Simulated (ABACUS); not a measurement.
The system is Fe.

```
Fe
1.0
    -1.44300    1.44300    1.44300
     1.44300   -1.44300    1.44300
     1.44300    1.44300   -1.44300
Fe
1
Cartesian
  0.0000 0.0000 0.0000
```

Base run:

* Program: ABACUS 3.10.1
* Functional: PBEsol
* Potentials or basis: PseudoDojo NC SR 0.4.1 PBEsol standard
* Cutoff: 1361 eV
* Density cutoff: 5442 eV
* Basis: DZP LCAO (the cutoffs set its grid)
* k mesh: 12 × 12 × 12
* Occupations: fermi-dirac, width 0.05 eV
* Spin: collinear spin, ferromagnetic start
* Starting moments: [3.0] μB

Its results: band gap on the k mesh none (metal or under the smearing width); pressure -16.3 GPa; net moment 2.35 μB per cell; site moments Fe +2.35 μB.

**Question.** The run is repeated on the same cell with these changes: functional from PBEsol to PBE; potentials or basis from PseudoDojo NC SR 0.4.1 PBEsol standard to PseudoDojo NC SR 0.5 PBE stringent; cutoff from 1361 eV to 1619 eV; density cutoff from 5442 eV to 6476 eV. What comes out?

**Answer.** Band gap on the k mesh none (metal or under the smearing width); pressure -7.5 GPa; net moment 2.34 μB per cell; site moments Fe +2.34 μB.

Caveats: the atomic orbitals were generated for these runs and aren't a published set; the basis of atomic orbitals isn't converged, which shifts pressures, moduli and gaps; so large a pressure means that the cell lies far from this level's equilibrium, or that cutoff or potentials fall short (some runs).

Not every run made on this cell is shown here.
